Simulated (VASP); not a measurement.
# BAs (F-43m) in VASP: a series of runs, part 2 of 2

VASP 6.6.1. Earlier steps stand in the parts before.

## 3. Relaxation of cell and atoms, PBEsol

INCAR reads:

```
SYSTEM = BAs
PREC = Accurate ; ENCUT = 600
EDIFF = 1E-6 ; ISMEAR = -1
SIGMA = 0.05 ; LREAL = .False.
LASPH = .True. ; NELM = 80
ALGO = Normal ; ISIF = 3
LWAVE = .False. ; LCHARG = .False.
GGA = PS ; IBRION = 2
NSW = 60 ; EDIFFG = -0.02
```

KPOINTS reads:

```
regular mesh
0
Gamma
  10 10 10
  0 0 0
```

POSCAR reads:

```
BAs
1.0
    0.0000000000      2.3885000000      2.3885000000
    2.3885000000      0.0000000000      2.3885000000
    2.3885000000      2.3885000000      0.0000000000
As B
1 1
Direct
    0.7500000000      0.7500000000      0.7500000000
    0.0000000000      0.0000000000      0.0000000000
```

Potentials or basis: VASP PAW PBE potentials, release 64 (As, B).

Run with:

```
$ cat potpaw_PBE.64/As/POTCAR potpaw_PBE.64/B/POTCAR > POTCAR
$ mpirun -np 1 vasp_std > vasp.out
```

OUTCAR:

```text
SYSTEM = BAs
   PREC = Accurate
   ENCUT = 600
   EDIFF = 1E-6
   ISMEAR = -1
   LREAL = .False.
   LASPH = .True.
   NELM = 80
   ISIF = 3
   GGA = PS
   IBRION = 2
   NSW = 60
   EDIFFG = -0.02

 ion  position               nearest neighbor table
   1  0.750  0.750  0.750-   2 2.07   2 2.07   2 2.07   2 2.07
   2  0.000  0.000  0.000-   1 2.07   1 2.07   1 2.07   1 2.07

  LATTYP: Found a face centered cubic cell.
 ALAT       =     4.7770000000

  Lattice vectors:

 A1 = (   0.0000000000,   2.3885000000,   2.3885000000)
 A2 = (   2.3885000000,   0.0000000000,   2.3885000000)
 A3 = (   2.3885000000,   2.3885000000,   0.0000000000)

Analysis of symmetry for initial positions (statically):
=====================================================================
 Subroutine PRICEL returns:
 Original cell was already a primitive cell.

 Routine SETGRP: Setting up the symmetry group for a
 face centered cubic supercell.

 Subroutine GETGRP returns: Found 24 space group operations
 (whereof 24 operations were pure point group operations)
 out of a pool of 48 trial point group operations.

The static configuration has the point symmetry T_d .
[... 183 lines left out ...]

 E-fermi :   6.5644     XC(G=0): -10.7310

 val. band max:        6.0435010832   @ k =   0.0000   0.0000   0.0000
 cond. band min:       7.1198265148   @ k =   0.4000   0.4000   0.0000
 fundamental gap:      1.0763254316
 Fermi energy:         6.5643700825

 k-point     1 :       0.0000    0.0000    0.0000
  band No.  band energies     occupation
      1      -9.3931      2.00000
      2       6.0435      1.99994
      3       6.0435      1.99994
      4       6.0435      1.99994
      5       9.2834      0.00000
      6       9.2834      0.00000
      7       9.2834      0.00000
      8      10.7256      0.00000
[... 419 lines left out ...]
 k-point    40 :      -0.2000    0.3000    0.1000
  band No.  band energies     occupation
      1      -6.7637      2.00000
      2      -0.6365      2.00000
      3       0.9862      2.00000
      4       3.4792      2.00000
      5      10.1325      0.00000
      6      11.2137      0.00000
      7      12.2174      0.00000
      8      14.2216      0.00000

 [... further k-points ...]
[... 5 lines left out ...]
  --------------------------------------------------------------------------------------
  -------------------------------------------------------------------------------------
  Total        0.0088488      0.0088488      0.0088488      0.0000000      0.0000000      0.0000000
  in kB        0.5202223      0.5202223      0.5202223      0.0000000      0.0000000      0.0000000
  external PRESSURE =       0.5202223 kB  Pullay stress =       0.0000000 kB

 VOLUME and BASIS-vectors are now :
 -----------------------------------------------------------------------------
  energy-cutoff  :      600.00
  volume of cell :       27.25
      direct lattice vectors                 reciprocal lattice vectors
     0.000000000  2.388500000  2.388500000    -0.209336404  0.209336404  0.209336404
     2.388500000  0.000000000  2.388500000     0.209336404 -0.209336404  0.209336404
     2.388500000  2.388500000  0.000000000     0.209336404  0.209336404 -0.209336404

 POSITION                                       TOTAL-FORCE (eV/Angst)
 -----------------------------------------------------------------------------------
      3.58275      3.58275      3.58275        -0.000000     -0.000000     -0.000000
      0.00000      0.00000      0.00000         0.000000      0.000000      0.000000
 -----------------------------------------------------------------------------------
    total drift:                                0.000000      0.000000      0.000000

  FREE ENERGIE OF THE ION-ELECTRON SYSTEM (eV)
  ---------------------------------------------------
  free  energy   TOTEN  =       -12.2047775140 eV

  energy  without entropy=      -12.2047772962  energy(sigma->0) =      -12.20477741

 reached required accuracy - stopping structural energy minimisation
```

OSZICAR:

```text
N       E                     dE             d eps       ncg     rms          rms(c)
DAV:   1     0.127963196772E+02    0.12796E+02   -0.42064E+03   752   0.980E+02
DAV:   2    -0.124379371914E+02   -0.25234E+02   -0.24599E+02  1168   0.113E+02
DAV:   3    -0.128121840427E+02   -0.37425E+00   -0.37425E+00   848   0.175E+01
DAV:   4    -0.128127198294E+02   -0.53579E-03   -0.53579E-03  1136   0.734E-01
DAV:   5    -0.128127200202E+02   -0.19075E-06   -0.19040E-06   872   0.941E-03    0.484E+00
DAV:   6    -0.122827917840E+02    0.52993E+00   -0.15757E+00   768   0.639E+00    0.244E+00
DAV:   7    -0.122138774032E+02    0.68914E-01   -0.20217E-01  1056   0.266E+00    0.900E-01
DAV:   8    -0.122045814728E+02    0.92959E-02   -0.20542E-02   816   0.950E-01    0.109E-01
DAV:   9    -0.122047104974E+02   -0.12902E-03   -0.49985E-04   944   0.187E-01    0.587E-02
DAV:  10    -0.122047753690E+02   -0.64872E-04   -0.13489E-04   784   0.794E-02    0.136E-02
DAV:  11    -0.122047778542E+02   -0.24852E-05   -0.38074E-06  1152   0.172E-02    0.122E-02
DAV:  12    -0.122047775140E+02    0.34029E-06   -0.11414E-06   400   0.677E-03
   1 F= -.12204778E+02 E0= -.12204777E+02  d E =-.122048E+02
```

It took 14 s on 1 thread of Intel Xeon Platinum 8488C (Sapphire Rapids), shared host; peak memory 0.16 GiB.

Results:

- Free energy: -12.2048 eV
- Pressure after relaxing: 0.1 GPa
- Band gap on the k mesh: 1.08 eV, indirect (least direct gap 3.24 eV)

Final structure:
```
As B
1.0
     0.00000    2.38850    2.38850
     2.38850    0.00000    2.38850
     2.38850    2.38850    0.00000
As B
1 1
Direct
  0.75000 0.75000 0.75000
  0.00000 0.00000 0.00000
```

Caveat: the relaxation stopped at its first step, so nothing moved; the PAW data sets were made with another functional, which shifts forces and pressure a little.

## 4. Single point, PBE

INCAR reads:

```
SYSTEM = BAs
ALGO = Normal
EDIFF = 1E-6
ENCUT = 520
GGA = PE
ISIF = 2
ISMEAR = 0
LASPH = .True.
LCHARG = .False.
LREAL = .False.
LWAVE = .False.
NELM = 60
PREC = Accurate
SIGMA = 0.023
```

KPOINTS reads:

```
k-points
0
Gamma
  10 10 10
  0 0 0
```

POSCAR is that of step 3.

Potentials or basis: VASP PAW PBE potentials, release 64 (As, B).

Run with:

```
$ cat potpaw_PBE.64/As/POTCAR potpaw_PBE.64/B/POTCAR > POTCAR
$ mpirun -np 1 vasp_std > vasp.out
```

OUTCAR:

```text
SYSTEM = BAs
   EDIFF = 1E-6
   ENCUT = 520
   GGA = PE
   ISIF = 2
   ISMEAR = 0
   LASPH = .True.
   LREAL = .False.
   NELM = 60
   PREC = Accurate

 ion  position               nearest neighbor table
   1  0.750  0.750  0.750-   2 2.07   2 2.07   2 2.07   2 2.07
   2  0.000  0.000  0.000-   1 2.07   1 2.07   1 2.07   1 2.07

  LATTYP: Found a face centered cubic cell.
 ALAT       =     4.7770000000

  Lattice vectors:

 A1 = (   0.0000000000,   2.3885000000,   2.3885000000)
 A2 = (   2.3885000000,   0.0000000000,   2.3885000000)
 A3 = (   2.3885000000,   2.3885000000,   0.0000000000)

Analysis of symmetry for initial positions (statically):
=====================================================================
 Subroutine PRICEL returns:
 Original cell was already a primitive cell.

 Routine SETGRP: Setting up the symmetry group for a
 face centered cubic supercell.

 Subroutine GETGRP returns: Found 24 space group operations
 (whereof 24 operations were pure point group operations)
 out of a pool of 48 trial point group operations.

The static configuration has the point symmetry T_d .

Analysis of symmetry for dynamics (positions and initial velocities):
[... 186 lines left out ...]
 cond. band min:       7.3017478802   @ k =   0.4000   0.4000   0.0000
 fundamental gap:      1.1754847833
 Fermi energy:         6.2698570774

 k-point     1 :       0.0000    0.0000    0.0000
  band No.  band energies     occupation
      1      -9.2749      2.00000
      2       6.1263      2.00000
      3       6.1263      2.00000
      4       6.1263      2.00000
      5       9.4028      0.00000
      6       9.4028      0.00000
      7       9.4028      0.00000
      8      10.8130      0.00000
[... 419 lines left out ...]
 k-point    40 :      -0.2000    0.3000    0.1000
  band No.  band energies     occupation
      1      -6.6530      2.00000
      2      -0.5430      2.00000
      3       1.1148      2.00000
      4       3.5824      2.00000
      5      10.2717      0.00000
      6      11.3533      0.00000
      7      12.3776      0.00000
      8      14.3419      0.00000

 [... further k-points ...]
[... 5 lines left out ...]
  --------------------------------------------------------------------------------------
  -------------------------------------------------------------------------------------
  Total        0.5827603      0.5827603      0.5827603     -0.0000000      0.0000000     -0.0000000
  in kB       34.2605904     34.2605904     34.2605904     -0.0000000      0.0000000     -0.0000000
  external PRESSURE =      34.2605904 kB  Pullay stress =       0.0000000 kB

 VOLUME and BASIS-vectors are now :
 -----------------------------------------------------------------------------
  energy-cutoff  :      520.00
  volume of cell :       27.25
      direct lattice vectors                 reciprocal lattice vectors
     0.000000000  2.388500000  2.388500000    -0.209336404  0.209336404  0.209336404
     2.388500000  0.000000000  2.388500000     0.209336404 -0.209336404  0.209336404
     2.388500000  2.388500000  0.000000000     0.209336404  0.209336404 -0.209336404

 POSITION                                       TOTAL-FORCE (eV/Angst)
 -----------------------------------------------------------------------------------
      3.58275      3.58275      3.58275        -0.000000     -0.000000      0.000000
      0.00000      0.00000      0.00000         0.000000      0.000000     -0.000000
 -----------------------------------------------------------------------------------
    total drift:                                0.000000      0.000000      0.000000

  FREE ENERGIE OF THE ION-ELECTRON SYSTEM (eV)
  ---------------------------------------------------
  free  energy   TOTEN  =       -11.4064028129 eV

  energy  without entropy=      -11.4064028129  energy(sigma->0) =      -11.40640281
```

OSZICAR:

```text
N       E                     dE             d eps       ncg     rms          rms(c)
DAV:   1     0.130869159841E+02    0.13087E+02   -0.40692E+03   760   0.895E+02
DAV:   2    -0.116682669687E+02   -0.24755E+02   -0.23699E+02  1120   0.108E+02
DAV:   3    -0.120452185353E+02   -0.37695E+00   -0.37695E+00   880   0.174E+01
DAV:   4    -0.120457068558E+02   -0.48832E-03   -0.48832E-03  1120   0.692E-01
DAV:   5    -0.120457071217E+02   -0.26593E-06   -0.26593E-06   856   0.108E-02    0.493E+00
DAV:   6    -0.114727562371E+02    0.57295E+00   -0.18424E+00   784   0.703E+00    0.244E+00
DAV:   7    -0.114129036476E+02    0.59853E-01   -0.20763E-01  1056   0.275E+00    0.955E-01
DAV:   8    -0.114058827726E+02    0.70209E-02   -0.21643E-02   808   0.103E+00    0.117E-01
DAV:   9    -0.114062150442E+02   -0.33227E-03   -0.59688E-04   976   0.200E-01    0.664E-02
DAV:  10    -0.114063977332E+02   -0.18269E-03   -0.29025E-04   880   0.126E-01    0.162E-02
DAV:  11    -0.114064031978E+02   -0.54646E-05   -0.10732E-05  1136   0.260E-02    0.138E-02
DAV:  12    -0.114064028129E+02    0.38485E-06   -0.24516E-06   784   0.110E-02
   1 F= -.11406403E+02 E0= -.11406403E+02  d E =-.459669E-21
```

Run time: 17 s. Hardware: 1 thread of AMD EPYC 7R13 (Zen 3), shared host; peak memory 0.13 GiB.

What came out:

```yaml
Free_energy: -11.4064 eV
Pressure: 3.4 GPa
Band_gap_on_the_k_mesh: 1.18 eV, indirect (least direct gap 3.28 eV)
```

## 5. Relaxation of cell and atoms, vdW-DF

INCAR reads:

```
PREC     = Accurate       # precision mode
ENCUT    = 630            # plane-wave cutoff, eV
EDIFF    = 1E-6           # SCF threshold, eV
ISMEAR   = 0              # smearing method
SIGMA    = 0.01           # smearing width, eV
LREAL    = F              # projectors in reciprocal space
LASPH    = T              # aspherical terms in the spheres
NELM     = 60             # most SCF steps
ALGO     = Fast           # electronic algorithm
ISIF     = 3              # what is computed and relaxed
LWAVE    = F              # write WAVECAR
LCHARG   = F              # write CHGCAR
GGA      = RE             # functional
LUSE_VDW = T            
AGGAC    = 0.0          
IBRION   = 2              # ionic algorithm
NSW      = 40             # ionic steps
EDIFFG   = -0.01          # ionic threshold
```

KPOINTS reads:

```
regular mesh
0
Gamma
  10 10 10
```

Edit POSCAR of step 4 so:

```diff
@@ -7,4 +7,4 @@
 1 1
-Direct
-    0.7500000000      0.7500000000      0.7500000000
+Cartesian
+    3.5827500000      3.5827500000      3.5827500000
     0.0000000000      0.0000000000      0.0000000000
```

Potentials or basis: VASP PAW PBE potentials, release 64 (As_GW, B_GW).

Run with:

```
$ cat potpaw_PBE.64/As_GW/POTCAR potpaw_PBE.64/B_GW/POTCAR > POTCAR
$ mpirun -np 1 vasp_std > vasp.out
```

Run time: 2.7 min. Hardware: 1 thread of Intel Xeon Platinum 8375C at 2.90GHz (Ice Lake), shared host; peak memory 0.33 GiB.

It converged, with:

| Property | Result |
| --- | --- |
| Free energy | -8.2266 eV |
| Relaxed volume | 14.48 Å³/atom |
| Relaxed cell | a = 3.447 Å, b = 3.447 Å, c = 3.447 Å, α = 60.00°, β = 60.00°, γ = 60.00° |
| Space group after relaxing (to 0.05 Å) | F-43m (No. 216) |
| Energy gained by relaxing | 20.9 meV/atom |
| Ionic steps | 3 |
| Pressure after relaxing | 0.0 GPa |
| Band gap on the k mesh | 1.41 eV, indirect (least direct gap 3.26 eV) |

The path:
| step | energy change (eV) | largest force (eV/Å) | pressure (GPa) | volume (Å³) |
| --- | --- | --- | --- | --- |
| 1 | 0.0000 | 0.0000 | 8.27 | 27.25 |
| 2 | -0.0257 | 0.0000 | -4.29 | 30.12 |
| 3 | -0.0418 | 0.0000 | 0.00 | 28.96 |

Final structure:
```yaml
crystal:
  lattice:
    - [0.00000, 2.43751, 2.43751]
    - [2.43751, 0.00000, 2.43751]
    - [2.43751, 2.43751, 0.00000]
  atoms:
    - { symbol: As, position: [0.75000, 0.75000, 0.75000] }
    - { symbol: B, position: [0.00000, 0.00000, 0.00000] }
```

Levels at points of the mesh, in eV from the valence-band top:
```
           k point  band 1  band 2  band 3  band 4  band 5  band 6  band 7  band 8
(0.00, 0.00, 0.00)  -14.80    0.00    0.00    0.00    3.26    3.26    3.26    3.89
(0.50, 0.00, 0.00)  -12.18   -8.26   -1.70   -1.70    2.40    4.80    4.80    8.96
(0.50, 0.50, 0.00)  -10.97   -8.15   -3.78   -3.78    1.68    1.70   10.77   10.77
```

Caveat: the PAW data sets were made with another functional, which shifts forces and pressure a little. Zero-point motion and thermal expansion aren't in these numbers.

## 6. For comparison

An earlier run on the cell as given: functional PBE; potentials or basis VASP PAW PBE potentials, release 64 (As, B); cutoff 520 eV; k mesh 10 × 10 × 10; occupations fermi-dirac, width 0.05 eV; no spin polarisation.

* Pressure: 3.4 GPa
* Band gap on the k mesh: 1.18 eV, indirect (least direct gap 3.28 eV)

## 7. Overview

| task | level | potentials or basis | cell | cutoff (eV) | smearing | gap on the mesh (eV) | pressure (GPa) | relaxed volume (Å³/atom) |
| --- | --- | --- | --- | --- | --- | --- | --- | --- |
| relaxation of cell and atoms | LDA | VASP PAW LDA potentials, release 64 (As, B) | relaxed | 600 | fermi-dirac 0.05 eV | 1.10 | 0.0 | 13.33 |
| relaxation of cell and atoms | PBEsol | VASP PAW PBE potentials, release 64 (As, B) | relaxed | 600 | fermi-dirac 0.05 eV | 1.08 | 0.1 | - |
| single point | PBE | VASP PAW PBE potentials, release 64 (As, B) | as given | 520 | gaussian 0.023 eV | 1.18 | 3.4 | - |
| relaxation of cell and atoms | vdW-DF | VASP PAW PBE potentials, release 64 (As_GW, B_GW) | relaxed | 630 | gaussian 0.01 eV | 1.41 | 0.0 | 14.48 |
| single point | PBE | VASP PAW PBE potentials, release 64 (As, B) | as given | 520 | fermi-dirac 0.05 eV | 1.18 | 3.4 | - |

Alike in all rows: no spin polarisation; k mesh 10 × 10 × 10.

Caveats: the PAW data sets were made with another functional, which shifts forces and pressure a little (some runs); the relaxation stopped at its first step, so nothing moved (some runs).

Total energies depend on the potentials used, so only differences within one code and one set of settings carry meaning.
